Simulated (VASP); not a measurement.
## CoSi2: relaxation of cell and atoms with LDA

The system is CoSi2.

```
Co Si
1.0
     0.00000    2.67800    2.67800
     2.67800    0.00000    2.67800
     2.67800    2.67800    0.00000
Co Si
1 2
Direct
  0.00000 0.00000 0.00000
  0.75000 0.75000 0.75000
  0.25000 0.25000 0.25000
```

```yaml
Program: VASP 6.6.1
Task: relaxation of cell and atoms
Functional: LDA
Potentials_or_basis: VASP PAW LDA potentials, release 64 (Co, Si)
Cutoff: 600 eV
k_mesh: 8 × 8 × 8
Occupations: fermi-dirac, width 0.05 eV
Spin: collinear spin, ferromagnetic start
Starting_moments: "[2.0, 0.0, 0.0] μB"
Ladder: gaps
Further_INCAR_settings: ALGO = Fast; EDIFF = 1e-07; IBRION = 2; EDIFFG = -0.02; NSW = 60; ISIF = 3
```

| Property | Result |
| --- | --- |
| Relaxed volume | 12.24 Å³/atom |
| Relaxed cell | a = 3.731 Å, b = 3.731 Å, c = 3.731 Å, α = 60.00°, β = 60.00°, γ = 60.00° |
| Space group after relaxing (to 0.05 Å) | Fm-3m (No. 225) |
| Energy gained by relaxing | 15.4 meV/atom |
| Ionic steps | 3 |
| Pressure after relaxing | -0.2 GPa |
| Band gap on the k mesh | none (metal or under the smearing width) |
| Net moment | 0.00 μB per cell |
| Valence electrons inside the program's atomic spheres | Co 9.01; Si 1.63 |

Step by step:
| step | energy change (eV) | largest force (eV/Å) | pressure (GPa) | volume (Å³) |
| --- | --- | --- | --- | --- |
| 1 | 0.0000 | 0.0000 | -8.37 | 38.41 |
| 2 | 0.0226 | 0.0000 | 12.20 | 34.81 |
| 3 | -0.0463 | 0.0000 | -0.22 | 36.73 |

Final structure:
```
Co Si
1.0
     0.00000    2.63830    2.63830
     2.63830    0.00000    2.63830
     2.63830    2.63830    0.00000
Co Si
1 2
Direct
  0.00000 0.00000 0.00000
  0.75000 0.75000 0.75000
  0.25000 0.25000 0.25000
```

Levels at points of the mesh, in eV from the Fermi level:
Spin up:
| k point | band 5 | band 6 | band 7 | band 8 | band 9 | band 10 | band 11 | band 12 | band 13 |
| --- | --- | --- | --- | --- | --- | --- | --- | --- | --- |
| (0.00, 0.00, 0.00) | -2.03 | -2.03 | 1.14 | 3.50 | 3.50 | 3.50 | 3.62 | 3.62 | 3.62 |
| (0.50, 0.00, 0.00) | -2.29 | -1.74 | -1.74 | -0.44 | -0.44 | 2.80 | 3.59 | 3.59 | 4.71 |
| (0.50, 0.50, 0.00) | -3.72 | -2.10 | -2.10 | -2.02 | -1.41 | 1.76 | 2.97 | 8.68 | 9.97 |
Spin down:
```csv
k point,band 7,band 8,band 9,band 10,band 11,band 12
"(0.00, 0.00, 0.00)",1.14,3.50,3.50,3.50,3.62,3.62
"(0.50, 0.00, 0.00)",-1.74,-0.44,-0.44,2.80,3.59,3.59
"(0.50, 0.50, 0.00)",-2.10,-2.02,-1.41,1.76,2.97,8.68
```

It took 80 s on 1 thread of Intel(R) Xeon(R) 6975P-C (Granite Rapids), with other jobs on the host, peak memory 0.18 GiB.

Caveat: the starting moments collapsed, and a magnetic state may lie lower. Zero-point motion and thermal expansion aren't in these numbers.
